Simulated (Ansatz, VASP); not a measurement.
**One calculation of HfO2, two programs**

INCAR

```
SYSTEM = HfO2
ALGO = Fast
EDIFF = 1E-6
ENCUT = 500
GGA = PE
ISIF = 2
ISMEAR = -1
LASPH = .TRUE.
LCHARG = .FALSE.
LMAXMIX = 4
LREAL = .FALSE.
LWAVE = .FALSE.
NBANDS = 25
NELM = 60
PREC = Accurate
SIGMA = 0.05
```

The input KPOINTS:

```
k-points
0
G
  6 6 8
  0 0 0
```

The input POSCAR:

```
HfO2
1.0
    4.8135329900      0.0000000000      0.0000000000
    0.0000000000      4.8135329900      0.0000000000
    0.0000000000      0.0000000000      3.2054154100
Hf O
2 4
Direct
    0.5000000000      0.5000000000      0.5000000000
    0.0000000000      0.0000000000      0.0000000000
    0.8050448800      0.1949551200      0.5000000000
    0.6949551200      0.6949551200      0.0000000000
    0.3050448800      0.3050448800      0.0000000000
    0.1949551200      0.8050448800      0.5000000000
```

KPOINTS_OPT

```
path GXMGZRAZ,XR,MA
20
line-mode
reciprocal
 0.0000000000  0.0000000000  0.0000000000  G
 0.0000000000  0.5000000000  0.0000000000  X

 0.0000000000  0.5000000000  0.0000000000  X
 0.5000000000  0.5000000000  0.0000000000  M

 0.5000000000  0.5000000000  0.0000000000  M
 0.0000000000  0.0000000000  0.0000000000  G

 0.0000000000  0.0000000000  0.0000000000  G
 0.0000000000  0.0000000000  0.5000000000  Z

 0.0000000000  0.0000000000  0.5000000000  Z
 0.0000000000  0.5000000000  0.5000000000  R

 0.0000000000  0.5000000000  0.5000000000  R
 0.5000000000  0.5000000000  0.5000000000  A

 0.5000000000  0.5000000000  0.5000000000  A
 0.0000000000  0.0000000000  0.5000000000  Z

 0.0000000000  0.5000000000  0.0000000000  X
 0.0000000000  0.5000000000  0.5000000000  R

 0.5000000000  0.5000000000  0.0000000000  M
 0.5000000000  0.5000000000  0.5000000000  A
```

input.yaml

```yaml
crystal:
  lattice:
    - [4.81353299, 0.0, 0.0]
    - [0.0, 4.81353299, 0.0]
    - [0.0, 0.0, 3.20541541]
  atoms:
    - { symbol: Hf, position: [0.5, 0.5, 0.5] }
    - { symbol: Hf, position: [0.0, 0.0, 0.0] }
    - { symbol: O, position: [0.80504488, 0.19495512, 0.5] }
    - { symbol: O, position: [0.69495512, 0.69495512, 0.0] }
    - { symbol: O, position: [0.30504488, 0.30504488, 0.0] }
    - { symbol: O, position: [0.19495512, 0.80504488, 0.5] }
hamiltonian:
  xc: pbe
  pseudopotentials: { kind: paw }
kpoints:
  mp_grid: { grid: [6, 6, 8] }
  band_path:
    path:
      - [[0.0, 0.0, 0.0], [0.0, 0.5, 0.0], [0.5, 0.5, 0.0], [0.0, 0.0, 0.0], [0.0, 0.0, 0.5], [0.0, 0.5, 0.5], [0.5, 0.5, 0.5], [0.0, 0.0, 0.5]]
      - [[0.0, 0.5, 0.0], [0.0, 0.5, 0.5]]
      - [[0.5, 0.5, 0.0], [0.5, 0.5, 0.5]]
    npoints: 14
scf:
  occupations: { method: fermi_dirac, width: 0.05 }
  n_extra_bands: 15
output:
  forces: true
  stress: true
  eigenvalues: true
  fatbands: false
```

Measurements of this composition are mostly on another form, of space group No. 14.

Alike in both runs: task band structure; functional PBE; k mesh 6 × 6 × 8; occupations fermi-dirac, width 0.05 eV; no spin polarisation.

|  | VASP | Ansatz |
| --- | --- | --- |
| version | VASP 6.6.1 | Ansatz 0.2.0 |
| potentials or method | VASP PAW PBE potentials, release 64 (Hf, O) | Ansatz PAW |
| plane-wave cutoff (eV) | 500 | 420 |
| valence electrons in the cell | 32 | 76 |

|  | VASP | Ansatz | Ansatz less VASP |
| --- | --- | --- | --- |
| gap on the k mesh at the Fermi level (eV) | 3.94 | 4.04 | +0.100 |
| least direct gap on the mesh (eV) | 3.94 | 4.04 | +0.100 |
| gap along the band path (eV) | 3.94 | 4.04 | +0.101 |
| pressure (GPa) | 5.9 | 8.5 | +2.61 |
| largest component of the traceless stress (GPa) | 0.17 | 0.79 | +0.617 |
| rms of the force components (eV/Å) | 0.018 | 0.038 | +0.0201 |

Atom by atom the forces differ by 0.020 eV/Å (rms over components). The functional is the same, so the differences come from potentials, cutoffs and numerics. The two sets of potentials don't hold the same shells in valence.

Caveats: spin-orbit coupling is left out, which moves the levels of the heavy elements; the pressure holds a Pulay correction of +0.7 GPa for the finite cutoff (Ansatz).
